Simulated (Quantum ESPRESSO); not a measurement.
Runs of Quantum ESPRESSO 7.5 on Ni. The structure is cubic, space group Im-3m (No. 229). Conventional cell: a = 2.767 Å, b = 2.767 Å, c = 2.767 Å, α = 90.00°, β = 90.00°, γ = 90.00°. Ni (site symmetry m-3m) is surrounded by 8 Ni at 2.40 Å. This isn't the form of Ni at room conditions, which is fcc.

| level | U | gap on the mesh (eV) | pressure (GPa) | moment (μB) |
| --- | --- | --- | --- | --- |
| PBEsol+U | Ni d U = 1 eV | none | (a) | 0.62 |
| PBEsol | - | none | -2.5 | 0.62 |
| PBEsol+U | Ni d U = 2 eV | none | (b) | 0.61 |
| PBEsol+U | Ni d U = 8 eV | none | (c) | 0.62 |
| PBEsol+U | Ni d U = 4 eV | none | -5.1 | 0.62 |
| PBEsol+U | Ni d U = 6 eV | none | -5.6 | 0.63 |
| PBEsol+U | Ni d U = 5 eV | none | -5.4 | 0.63 |
| PBEsol+U | Ni d U = 3 eV | none | -4.7 | 0.62 |

Alike in all rows: task single point; potentials or basis GBRV 1.5 PBEsol; spin collinear, ferromagnetic start; cell as given; k mesh 13 × 13 × 13; cutoff (eV) 612; smearing fermi-dirac 0.05 eV.

Problem. Fill in the values left out.

Solution. (a) -3.4; (b) -4.1; (c) -6.1.

Caveats: the U is typed as a test and isn't derived for this compound (some runs).

A gap of «none» marks a metal or a gap under the smearing width.
